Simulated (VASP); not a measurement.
```xyz
2
Lattice="0.0000 3.0604 3.0604 3.0604 0.0000 3.0604 3.0604 3.0604 0.0000" Properties=species:S:1:pos:R:3 pbc="T T T"
Al     0.0000     0.0000     0.0000
Sb     1.5302     1.5302     1.5302
```

Computed with r2SCAN meta-GGA, VASP's PBE PAW potentials (set 64) (plane waves; VASP). Run with 520 eV cut-off, 7×7×7 Γ-centred mesh, Gaussian smearing of 0.050 eV, potentials Al Sb.

### Question
Give the stress tensor in GPa (positive for a compressed cell).

### Answer

```
1.84  0.00  0.00
0.00  1.84  0.00
0.00  0.00  1.84
```
The pressure is its mean diagonal, 1.84 GPa.

The compound is AlSb in the zinc blende structure. This cell is one point of a volume scan, at 0.97 of the reference volume.
